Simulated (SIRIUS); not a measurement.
# CuO (Tenorite) (Cc) in SIRIUS: settings compared

The runs below take CuO (Tenorite) through single point, with RPBE, BLYP.

Everything below comes from runs of SIRIUS 7.12.0. Logs are shortened: lines on timing, memory, paths and dates and some standing lists are left out, and cuts for length are marked. The log counts tension as positive stress, the text compression.

## Step 1: Starting point

Symmetry: Cc, No. 9, monoclinic system. The conventional cell has a = 4.689 Å, b = 3.427 Å, c = 5.132 Å, α = 90.00°, β = 99.65°, γ = 90.00°. Cu (site symmetry 1) has 4 O at 1.91 to 2.02 Å as nearest neighbours. O (site symmetry 1) is surrounded by 4 Cu at 1.91 to 2.02 Å.

## Step 2: Single point, RPBE

The input, sirius.json:

```json
{
  "control": {
    "processing_unit": "cpu",
    "std_evp_solver_name": "lapack",
    "gen_evp_solver_name": "lapack",
    "verbosity": 2,
    "print_forces": true,
    "ortho_rf": true,
    "use_second_variation": true,
    "rmt_max": 3.0,
    "num_bands_to_print": 24,
    "save_wf": true
  },
  "parameters": {
    "electronic_structure_method": "full_potential_lapwlo",
    "xc_functionals": ["XC_GGA_X_RPBE", "XC_GGA_C_PBE"],
    "core_relativity": "dirac",
    "valence_relativity": "iora",
    "num_fv_states": 38,
    "smearing": "fermi_dirac",
    "smearing_width": 0.0018374661,
    "pw_cutoff": 26,
    "gk_cutoff": 5.07,
    "lmax_apw": 12,
    "lmax_rho": 8,
    "lmax_pot": 8,
    "num_mag_dims": 0,
    "auto_rmt": 0,
    "ngridk": [5, 5, 2],
    "shiftk": [0, 0, 0],
    "num_dft_iter": 80,
    "energy_tol": 1e-07,
    "density_tol": 1e-05,
    "use_symmetry": true
  },
  "settings": {"tol_ne": 1e-10},
  "iterative_solver": {"type": "exact"},
  "mixer": {"type": "anderson", "beta": 0.5, "max_history": 8},
  "unit_cell": {
    "lattice_vectors": [[4.4307463581, -3.2378567419, 0.0], [4.4307463581, 3.2378567419, 0.0], [-1.6262120467, 0.0, 9.5609491272]],
    "atom_types": ["Cu", "O"],
    "atom_files": {"Cu": "Cu.json", "O": "O.json"},
    "atoms": {
      "Cu": [[0.4968, 0.0032, 0.5], [0.0032, 0.4968, 0.0]],
      "O": [[0.4056, 0.5714, 0.7537], [0.5714, 0.4056, 0.2537]]
    }
  }
}
```

The input, Cu.json:

```json
{
  "name": "copper",
  "symbol": "Cu",
  "number": 29,
  "mass": 63.546,
  "rmin": 1e-06,
  "rmt": 2.13,
  "nrmt": 800,
  "rinf": 15.61,
  "core": "1s2s2p",
  "valence": [
    {"basis": [{"enu": 0.04, "dme": 0, "n": 0, "auto": 0}, {"enu": 0.04, "dme": 1, "n": 0, "auto": 0}]},
    {"l": 0, "n": 1, "basis": [{"enu": 0.14, "dme": 0, "n": 0, "auto": 0}]},
    {"l": 1, "n": 2, "basis": [{"enu": 0.14, "dme": 0, "n": 0, "auto": 0}]},
    {"l": 2, "n": 3, "basis": [{"enu": 0.14, "dme": 0, "n": 0, "auto": 0}]},
    {"l": 3, "n": 4, "basis": [{"enu": 0.14, "dme": 0, "n": 0, "auto": 0}]}
  ],
  "lo": [
    {"l": 0, "basis": [{"enu": 0.14, "dme": 0, "n": 0, "auto": 0}, {"enu": 0.14, "dme": 1, "n": 0, "auto": 0}]},
    {
      "l": 0,
      "basis": [{"enu": -3.8659, "dme": 0, "n": 3, "auto": 1}, {"enu": -3.8659, "dme": 1, "n": 3, "auto": 1}]
    },
    {
      "l": 0,
      "basis": [{"enu": -3.8659, "dme": 1, "n": 3, "auto": 1}, {"enu": 0.14, "dme": 0, "n": 0, "auto": 0}]
    },
    {"l": 0, "basis": [{"enu": 0.14, "dme": 0, "n": 0, "auto": 0}, {"enu": 3.6666, "dme": 0, "n": 0, "auto": 0}]},
    {"l": 1, "basis": [{"enu": 0.14, "dme": 0, "n": 0, "auto": 0}, {"enu": 0.14, "dme": 1, "n": 0, "auto": 0}]},
    {
      "l": 1,
      "basis": [{"enu": -2.3253, "dme": 0, "n": 3, "auto": 1}, {"enu": -2.3253, "dme": 1, "n": 3, "auto": 1}]
    },
    {
      "l": 1,
      "basis": [{"enu": -2.3253, "dme": 1, "n": 3, "auto": 1}, {"enu": 0.14, "dme": 0, "n": 0, "auto": 0}]
    },
    {"l": 1, "basis": [{"enu": 0.14, "dme": 0, "n": 0, "auto": 0}, {"enu": 4.1956, "dme": 0, "n": 0, "auto": 0}]},
    {"l": 2, "basis": [{"enu": 0.14, "dme": 0, "n": 0, "auto": 0}, {"enu": 0.14, "dme": 1, "n": 0, "auto": 0}]},
    {"l": 2, "basis": [{"enu": 0.14, "dme": 1, "n": 0, "auto": 0}, {"enu": 0.14, "dme": 2, "n": 0, "auto": 0}]},
    {"l": 2, "basis": [{"enu": 0.14, "dme": 0, "n": 0, "auto": 0}, {"enu": 3.5785, "dme": 0, "n": 0, "auto": 0}]},
    {"l": 3, "basis": [{"enu": 0.14, "dme": 0, "n": 0, "auto": 0}, {"enu": 0.14, "dme": 1, "n": 0, "auto": 0}]},
    {"l": 3, "basis": [{"enu": 0.14, "dme": 0, "n": 0, "auto": 0}, {"enu": 3.9752, "dme": 0, "n": 0, "auto": 0}]}
  ],
  "free_atom": [... radial grid and density of the free atom, the start of the SCF ...]
}
```

The input, O.json:

```json
{
  "name": "oxygen",
  "symbol": "O",
  "number": 8,
  "mass": 15.9994,
  "rmin": 1e-06,
  "rmt": 1.42,
  "nrmt": 800,
  "rinf": 11.55,
  "core": "1s",
  "valence": [
    {"basis": [{"enu": 0.04, "dme": 0, "n": 0, "auto": 0}, {"enu": 0.04, "dme": 1, "n": 0, "auto": 0}]},
    {"l": 0, "n": 1, "basis": [{"enu": -0.0771, "dme": 0, "n": 0, "auto": 0}]},
    {"l": 1, "n": 2, "basis": [{"enu": 0.14, "dme": 0, "n": 0, "auto": 0}]},
    {"l": 2, "n": 3, "basis": [{"enu": 0.14, "dme": 0, "n": 0, "auto": 0}]},
    {"l": 3, "n": 4, "basis": [{"enu": 0.14, "dme": 0, "n": 0, "auto": 0}]}
  ],
  "lo": [
    {
      "l": 0,
      "basis": [{"enu": -0.0771, "dme": 0, "n": 0, "auto": 0}, {"enu": -0.0771, "dme": 1, "n": 0, "auto": 0}]
    },
    {
      "l": 0,
      "basis": [{"enu": -0.0771, "dme": 1, "n": 0, "auto": 0}, {"enu": -0.0771, "dme": 2, "n": 0, "auto": 0}]
    },
    {
      "l": 0,
      "basis": [{"enu": -0.0771, "dme": 0, "n": 0, "auto": 0}, {"enu": 5.8741, "dme": 0, "n": 0, "auto": 0}]
    },
    {"l": 1, "basis": [{"enu": 0.14, "dme": 0, "n": 0, "auto": 0}, {"enu": 0.14, "dme": 1, "n": 0, "auto": 0}]},
    {"l": 1, "basis": [{"enu": 0.14, "dme": 1, "n": 0, "auto": 0}, {"enu": 0.14, "dme": 2, "n": 0, "auto": 0}]},
    {"l": 1, "basis": [{"enu": 0.14, "dme": 0, "n": 0, "auto": 0}, {"enu": 6.9839, "dme": 0, "n": 0, "auto": 0}]},
    {"l": 2, "basis": [{"enu": 0.14, "dme": 0, "n": 0, "auto": 0}, {"enu": 0.14, "dme": 1, "n": 0, "auto": 0}]},
    {"l": 2, "basis": [{"enu": 0.14, "dme": 1, "n": 0, "auto": 0}, {"enu": 0.14, "dme": 2, "n": 0, "auto": 0}]},
    {"l": 2, "basis": [{"enu": 0.14, "dme": 0, "n": 0, "auto": 0}, {"enu": 7.8766, "dme": 0, "n": 0, "auto": 0}]},
    {"l": 3, "basis": [{"enu": 0.14, "dme": 0, "n": 0, "auto": 0}, {"enu": 0.14, "dme": 1, "n": 0, "auto": 0}]}
  ],
  "free_atom": [... radial grid and density of the free atom, the start of the SCF ...]
}
```

The input, sirius_start.json:

```json
{
  "control": {
    "processing_unit": "cpu",
    "std_evp_solver_name": "lapack",
    "gen_evp_solver_name": "lapack",
    "verbosity": 1,
    "print_forces": false,
    "ortho_rf": true,
    "use_second_variation": true,
    "rmt_max": 3.0,
    "num_bands_to_print": 24,
    "save_wf": false
  },
  "parameters": {
    "electronic_structure_method": "full_potential_lapwlo",
    "xc_functionals": ["XC_LDA_X", "XC_LDA_C_PW"],
    "core_relativity": "dirac",
    "valence_relativity": "iora",
    "num_fv_states": 38,
    "smearing": "fermi_dirac",
    "smearing_width": 0.0055123983,
    "pw_cutoff": 26,
    "gk_cutoff": 4.06,
    "lmax_apw": 12,
    "lmax_rho": 8,
    "lmax_pot": 8,
    "num_mag_dims": 0,
    "auto_rmt": 0,
    "ngridk": [2, 2, 1],
    "shiftk": [0, 0, 0],
    "num_dft_iter": 30,
    "energy_tol": 0.01,
    "density_tol": 0.05,
    "use_symmetry": true
  },
  "settings": {"tol_ne": 1e-10},
  "iterative_solver": {"type": "exact"},
  "mixer": {"type": "anderson", "beta": 0.5, "max_history": 8},
  "unit_cell": {
    "lattice_vectors": [[4.4307463581, -3.2378567419, 0.0], [4.4307463581, 3.2378567419, 0.0], [-1.6262120467, 0.0, 9.5609491272]],
    "atom_types": ["Cu", "O"],
    "atom_files": {"Cu": "Cu.json", "O": "O.json"},
    "atoms": {
      "Cu": [[0.4968, 0.0032, 0.5], [0.0032, 0.4968, 0.0]],
      "O": [[0.4056, 0.5714, 0.7537], [0.5714, 0.4056, 0.2537]]
    }
  }
}
```

Potentials or basis: all-electron FP-LAPW, apw+lo standard.

Started as:

```bash
$ OMP_NUM_THREADS=2 sirius.scf --input=sirius_start.json --output=start.json
$ OMP_NUM_THREADS=2 sirius.scf --input=sirius.json --output=output.json --task=1
```

Output:

```text
[info] SIRIUS version : 7.12.0
[info] number of MPI ranks           : 1
[info] MPI grid                      : 1 1
[info] maximum number of OMP threads : 2
[fft] FFT context for density and potential
[fft] =====================================
[fft]   plane wave cutoff                     : 26
[fft]   grid size                             : 48 48 90   total : 207360
[fft]   grid limits                           : -23 24   -23 24   -44 45
[fft]   number of G-vectors within the cutoff : 81529
[fft]   number of G-shells                    : 20961
[fft] FFT context for coarse grid
[fft] =====================================
[fft]   plane wave cutoff                     : 10.14
[fft]   grid size                             : 20 20 36   total : 14400
[fft]   grid limits                           : -9 10   -9 10   -17 18
[fft]   number of G-vectors within the cutoff : 4803
[fft]   number of G-shells                    : 1291
[unit cell] lattice vectors
[unit cell]   a1 :       4.4307463581     -3.2378567419      0.0000000000
[unit cell]   a2 :       4.4307463581      3.2378567419      0.0000000000
[unit cell]   a3 :      -1.6262120467      0.0000000000      9.5609491272
[unit cell] reciprocal lattice vectors
[unit cell]   b1 :       0.7090436689     -0.9702691947      0.1206005116
[unit cell]   b2 :       0.7090436689      0.9702691947      0.1206005116
[unit cell]   b3 :      -0.0000000000      0.0000000000      0.6571717121
[unit cell] unit cell volume :       274.32508460 [a.u.^3]
[unit cell] 1/sqrt(omega)    :         0.06037640
[unit cell] MT volume        :       104.94498637 (38.26%)
[unit cell] IT volume        :       169.38009823 (61.74%)
[unit cell] number of atom types : 2
[unit cell] type id : 0 symbol : Cu mt_radius :   2.130000 num_atoms : 2
[unit cell] type id : 1 symbol :  O mt_radius :   1.420000 num_atoms : 2
[unit cell] total number of atoms : 4
[unit cell] number of symmetry classes : 2
[unit cell] atom id  type id  class id             position                      vector_field
[unit cell] ------------------------------------------------------------------------------------------
[unit cell]      0        0        0      0.49680   0.00320   0.50000      0.00000   0.00000   0.00000
[unit cell]      1        0        0      0.00320   0.49680   0.00000      0.00000   0.00000   0.00000
[... 337 lines left out ...]
[generate_core_charge_density] atom class : 0
[generate_core_charge_density]   n,l,k : 1 0 1  energy :        -324.93972404
[generate_core_charge_density]   n,l,k : 2 0 1  energy :         -38.73612209
[generate_core_charge_density]   n,l,k : 2 1 1  energy :         -33.88496606
[generate_core_charge_density]   n,l,k : 2 1 2  energy :         -33.13181122
[generate_core_charge_density] atom class : 1
[generate_core_charge_density]   n,l,k : 1 0 1  energy :         -18.40910313
[find] Total energy                   :   -3461.01874761 (Ha),   -6922.03749523 (Ry)
[find] iteration : 1, RMS (target) : 1.7286e-01 (1.0000e-05) , energy difference (target) : -1.5688e-04 (1.0000e-07)
[find] Total energy                   :   -3461.01861569 (Ha),   -6922.03723138 (Ry)
[find] iteration : 2, RMS (target) : 4.2419e-02 (1.0000e-05) , energy difference (target) : 1.3192e-04 (1.0000e-07)
[find] Total energy                   :   -3461.01884321 (Ha),   -6922.03768642 (Ry)
[... 22 lines left out ...]
[find] valence_eval_sum               :     -42.01082175
[find] core_eval_sum                  :   -1928.78610825
[find] kinetic energy                 :    3517.11770457
[find] enuc                           :   -4180.25838360
[find] <rho|V^{XC}>                   :    -197.82240658
[find] <rho|E^{XC}>                   :    -152.83223507
[find] <mag|B^{XC}>                   :       0.00000000
[find] <rho|V^{H}>                    :   -5290.09222802
[find] smearing (-TS)                 :      -0.00074967
[find] SCF correction                 :       0.00003299
[find] Total energy                   :   -3461.01899513 (Ha),   -6922.03799026 (Ry)
[find] Free energy (E-TS)             :   -3461.01974481 (Ha),   -6922.03948961 (Ry)
[find] band gap (eV)                  :       0.00000000
[find] Efermi                         :       0.23736053
[find] iteration : 8, RMS (target) : 3.7228e-06 (1.0000e-05) , energy difference (target) : -3.1660e-08 (1.0000e-07)
[find] converged after 9 SCF iterations!
[find] Charges and magnetic moments
[find] --------------------------------------------------------------------------------
[find] atom      charge    core leakage
[find] --------------------------------------------------------------------------------
[find]    0   27.625882    4.506326e-13
[find]    1   27.625882    4.506326e-13
[find]    2    6.536634    9.794490e-07
[find]    3    6.536634    9.794490e-07
[find] total core leakage    : 1.95889887e-06
[find] interstitial charge   : 5.674965
[find] total charge          : 73.999996
[find] Energy
[find] --------------------------------------------------------------------------------
[find] valence_eval_sum               :     -42.01082175
[find] core_eval_sum                  :   -1928.78610825
[find] kinetic energy                 :    3517.11770457
[find] enuc                           :   -4180.25838360
[find] <rho|V^{XC}>                   :    -197.82240658
[find] <rho|E^{XC}>                   :    -152.83223507
[find] <mag|B^{XC}>                   :       0.00000000
[find] <rho|V^{H}>                    :   -5290.09222802
[find] smearing (-TS)                 :      -0.00074967
[find] SCF correction                 :       0.00003299
[find] Total energy                   :   -3461.01899513 (Ha),   -6922.03799026 (Ry)
[find] Free energy (E-TS)             :   -3461.01974481 (Ha),   -6922.03948961 (Ry)
[find] band gap (eV)                  :       0.00000000
[find] Efermi                         :       0.23736053
[ground_state]
[ground_state] ==== total Forces in Ha/bohr =====
[ground_state] atom:    0, force:      -0.0125699     -0.0070423      0.0045250
[ground_state] atom:    1, force:      -0.0125699      0.0070423      0.0045250
[ground_state] atom:    2, force:       0.0126033     -0.0058262     -0.0045818
[ground_state] atom:    3, force:       0.0126033      0.0058262     -0.0045818
[ground_state] ==== contribution from density =====
[ground_state] atom:    0, force:      -0.0720508     -0.0787222      0.0443420
[ground_state] atom:    1, force:      -0.0720508      0.0787222      0.0443420
[ground_state] atom:    2, force:       0.0136978      0.0250685     -0.0045071
[ground_state] atom:    3, force:       0.0136978     -0.0250685     -0.0045071
[ground_state] ==== contribution from Hartree potential =====
[ground_state] atom:    0, force:       0.0279054      0.0496697     -0.0255361
[ground_state] atom:    1, force:       0.0279054     -0.0496697     -0.0255361
[ground_state] atom:    2, force:       0.0227225      0.0507167     -0.0124495
[ground_state] atom:    3, force:       0.0227225     -0.0507167     -0.0124495
[ground_state] ==== contribution from IBS =====
[ground_state] atom:    0, force:       0.0315755      0.0220103     -0.0142809
[ground_state] atom:    1, force:       0.0315755     -0.0220103     -0.0142809
[ground_state] atom:    2, force:      -0.0238170     -0.0816113      0.0123748
[ground_state] atom:    3, force:      -0.0238170      0.0816113      0.0123748
```

It took 2.2 min on 2 threads of Arm Neoverse V2, shared host; peak memory 0.79 GiB.

Results:

```yaml
Free_energy: -94179.1451 eV
Largest_force: 0.777 eV/Å
Band_gap_on_the_k_mesh: none (metal or under the smearing width)
All_electrons_inside_the_program's_atomic_spheres: Cu 27.63; O 6.54 (radii Cu 2.13, O 1.42 bohr)
```

Forces on the atoms (eV/Å):
```
Cu  -0.646 -0.362  0.233
Cu  -0.646  0.362  0.233
O    0.648 -0.300 -0.236
O    0.648  0.300 -0.236
```

Levels at points of the mesh, in eV from the Fermi level:
```tsv
k point	band 22	band 23	band 24	band 25	band 26	band 27	band 28	band 29
(0.00, 0.00, 0.00)	-2.17	-2.08	-1.60	0.24	0.96	1.76	6.11	8.22
(0.00, 0.00, 0.50)	-2.18	-1.44	-1.44	0.29	0.29	3.98	3.98	11.77
```

Caveat: the k mesh is coarse (spacing up to 0.62 Å⁻¹), so the values aren't converged; the run has no spin polarisation, though such a crystal can be magnetic; semilocal functionals often make such compounds metallic where correlation or magnetic order opens a gap, which also shifts bond lengths.

## Step 3: Single point, BLYP

Changes to sirius.json since step 2:

```diff
@@ -15,3 +15,3 @@
     "electronic_structure_method": "full_potential_lapwlo",
-    "xc_functionals": ["XC_GGA_X_RPBE", "XC_GGA_C_PBE"],
+    "xc_functionals": ["XC_GGA_X_B88", "XC_GGA_C_LYP"],
     "core_relativity": "dirac",
```

Cu.json is that of step 2.

O.json is that of step 2.

sirius_start.json is that of step 2.

Potentials or basis: all-electron FP-LAPW, apw+lo standard.

Started as:

```bash
$ OMP_NUM_THREADS=2 sirius.scf --input=sirius_start.json --output=start.json
$ OMP_NUM_THREADS=2 sirius.scf --input=sirius.json --output=output.json --task=1
```

Run time: 2.2 min. Hardware: 2 threads of Arm Neoverse V2, shared host; peak memory 0.79 GiB.

Results (log left out):

```
Free energy                                       : -94187.4901 eV
Largest force                                     : 0.795 eV/Å
Band gap on the k mesh                            : none (metal or under the smearing width)
All electrons inside the program's atomic spheres : Cu 27.64; O 6.55 (radii Cu 2.13, O 1.42 bohr)
```

Forces in eV/Å, atoms in the order of the input:
```
Cu  -0.665 -0.364  0.240
Cu  -0.665  0.364  0.240
O    0.670 -0.319 -0.245
O    0.670  0.319 -0.245
```

Levels at points of the mesh, in eV from the Fermi level:
```
           k point  band 22  band 23  band 24  band 25  band 26  band 27  band 28  band 29
(0.00, 0.00, 0.00)    -2.23    -2.13    -1.68     0.24     0.95     1.86     6.33     8.17
(0.00, 0.00, 0.50)    -2.24    -1.47    -1.47     0.28     0.28     4.07     4.07    11.85
```

Caveat: the k mesh is coarse (spacing up to 0.62 Å⁻¹), so the values aren't converged; the run has no spin polarisation, though such a crystal can be magnetic; semilocal functionals often make such compounds metallic where correlation or magnetic order opens a gap, which also shifts bond lengths.
